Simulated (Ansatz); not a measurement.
Here is an Ansatz 0.2.0 calculation.

File input.yaml:

```yaml
crystal:
  lattice:
    - [0.0, 3.018, 3.018]
    - [3.018, 0.0, 3.018]
    - [3.018, 3.018, 0.0]
  atoms:
    - { symbol: In, position: [0.0, 0.0, 0.0] }
    - { symbol: As, position: [0.75, 0.75, 0.75] }
hamiltonian:
  xc: lda
  pseudopotentials: { kind: paw }
kpoints:
  mp_grid: { grid: [6, 6, 6] }
scf:
  occupations: { method: fermi_dirac, width: 0.05 }
output:
  forces: true
  stress: true
elastic:
  mode: relaxed_ion
  stencil: two_point
```

Potentials or basis: Ansatz PAW.

Launch:

```sh
$ ansatz run input.yaml --threads 2 --pin off --max-ram 5632MiB --backend cpu --events-out ev --progress --plain --runs-dir out
```

**Question.** Estimate the elastic constants C11, C12, C44.

**Answer.** 82, 48, 35 GPa.

**Question.** Estimate the Voigt bulk modulus.

**Answer.** 59 GPa.

**Question.** What does it give for the pressure?

**Answer.** -0.2 GPa.

**Question.** What does it give for the band gap on the k mesh?

**Answer.** None (metal or under the smearing width).

Elastic tensor in Voigt notation (GPa, in the Cartesian axes of the cell as first typed):
```
82 48 48  0  0  0
48 82 48  0  0  0
48 48 82  0  0  0
 0  0  0 35  0  0
 0  0  0  0 35  0
 0  0  0  0  0 35
```

Caveat: elastic constants of metals need much finer meshes, so these are rough; the PAW data sets come from PBE, with cores solved anew for the run's functional, which leaves a small shift of forces and pressure; this crystal is a semiconductor, whose small gap the functional closes, so the metal is an error of the method.

**Experimental background.**

A printed reference work, data compilation reports, for a bulk crystal of InAs at 4.2 K: band gap 0.418 eV (direct).

Measured gap of InAs: 0.418 eV (direct; 4.2 K; a printed reference work, data compilation). This calculation gives 0.00 eV (-0.42 eV). Spin-orbit coupling on As, In is left out. The value is that of LDA on a finite k mesh, which can miss the band edges, without temperature or zero-point motion. Semilocal functionals fall short of measured gaps as a rule.
